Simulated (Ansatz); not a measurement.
## Lattice vibrations of HgTe at Γ at 9 GPa

These are results of DFT PBE, scalar-relativistic, plane waves, PAW in Ansatz, not measurements. Cutoff 420 eV, 12×12×12 k-points (Γ-centred), Fermi-Dirac smearing of 0.15 eV. No spin polarisation. Phonons by linear response, acoustic sum rule imposed.

The cell, relaxed at 9 GPa:
```yaml
crystal:
  lattice:
    - [0.00000, 3.14259, 3.14259]
    - [3.14259, 0.00000, 3.14259]
    - [3.14259, 3.14259, 0.00000]
  atoms:
    - { symbol: Hg, position: [0.00000, 0.00000, 0.00000] }
    - { symbol: Te, position: [0.75000, 0.75000, 0.75000] }
```

In a metal, frequencies and elastic constants depend on the k mesh and the smearing, soft modes and shear constants most. Spin–orbit coupling is left out, which can shift energies with elements as heavy as these.

Question: Is this structure stable against zone-centre distortions?

Answer: Yes, at Γ: no optical mode is imaginary. Strains and other wave vectors aren't tested by this run.

Question: List the optical modes at Γ (i marks imaginary ones).

Answer:
| frequency (meV) | degeneracy |
| --- | --- |
| 17.4 | 3 |

The bands only touch here, so at this level the crystal is a zero-gap semiconductor or semimetal, not an ordinary metal; spin–orbit coupling, left out, can open or move such a gap.

Cost: 1 run of about 1.4 core-minutes, on Arm Neoverse V1 (shared hosts).